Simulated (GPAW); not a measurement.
Write an ASE script for GPAW 26.7.0 that does the following.

```
Task                : equation of state
Functional          : r2SCAN
Potentials or basis : GPAW PAW data sets (gpaw-data 1.2.1)
Cutoff              : 600 eV
Basis               : pw
k mesh              : 6 × 6 × 5
Occupations         : fermi-dirac, width 0.05 eV
Spin                : no spin polarisation
Maxiter             : 150
Eos scales          : [0.94, 0.96, 0.98, 1.0, 1.02, 1.04, 1.06]
```

The system is Ga.

```xyz
4
Lattice="3.8170 -2.3266 0.0000 3.8170 2.3266 0.0000 0.0000 0.0000 4.4883" Properties=species:S:1:pos:R:3 pbc="T T T"
Ga    2.5773   -1.5260    1.1221
Ga    2.5773    1.5260    3.3662
Ga    5.0566    1.5260    3.3662
Ga    5.0566   -1.5260    1.1221
```

This isn't the form of Ga at room conditions, which is orthorhombic.

These files were run (other wordings do the same):

run.py

```python
from ase import Atoms
from ase.eos import EquationOfState
from ase.io import Trajectory
from ase.units import GPa
from gpaw import GPAW, PW

atoms = Atoms(['Ga', 'Ga', 'Ga', 'Ga'],
              cell=[[3.81695661, -2.32662955, 0.0],
                    [3.81695661, 2.32662955, 0.0],
                    [0.0, 0.0, 4.488254]],
              scaled_positions=[[0.66555049, 0.00968539, 0.25],
                                [0.00968539, 0.66555049, 0.75],
                                [0.33444951, 0.99031461, 0.75],
                                [0.99031461, 0.33444951, 0.25]],
              pbc=True)

traj = Trajectory('eos.traj', 'w')
volumes, energies = [], []
for x in [0.94, 0.96, 0.98, 1.0, 1.02, 1.04, 1.06]:
    a = atoms.copy()
    a.set_cell(atoms.cell * x**(1 / 3), scale_atoms=True)
    calc = GPAW(mode=PW(600),
                xc='MGGA_X_R2SCAN+MGGA_C_R2SCAN',
                kpts={'size': (6, 6, 5), 'gamma': True},
                occupations={'name': 'fermi-dirac', 'width': 0.05},
                nbands=16,
                convergence={'density': 1e-05, 'energy': 1e-05},
                maxiter=150,
                txt=f'eos-{x:.2f}.txt')
    a.calc = calc
    energies.append(a.get_potential_energy(force_consistent=True))
    volumes.append(a.get_volume())
    p = -a.get_stress()[:3].mean() / GPa
    calc.write(f'eos-{x:.2f}.gpw')
    traj.write(a)
    print(f'{x:.2f} {volumes[-1]:10.4f} A^3 {energies[-1]:14.6f} eV {p:9.3f} GPa', flush=True)

v0, e0, B = EquationOfState(volumes, energies, eos='birchmurnaghan').fit()
print(f'V0 = {v0:.4f} A^3, E0 = {e0:.6f} eV, B0 = {B / GPa:.2f} GPa')
```

Potentials or basis: GPAW PAW data sets (gpaw-data 1.2.1), pw.

Run with:

```sh
$ OMP_NUM_THREADS=1 python run.py
```

It gave:

The equilibrium volume is 20.10 Å³/atom (rough: see the caveat). The bulk modulus at fixed shape and positions is 62 GPa (rough).

Caveat: the points scatter about the fit; the cell was scaled at fixed shape and fractional positions, which overstates the stiffness of a crystal with free parameters, most of all of layers and chains; the PAW data sets were made with another functional, which shifts forces and pressure a little.

Run time: 16 min on 1 thread of Intel(R) Xeon(R) Platinum 8488C (Sapphire Rapids), on a shared host, peak memory 0.61 GiB.
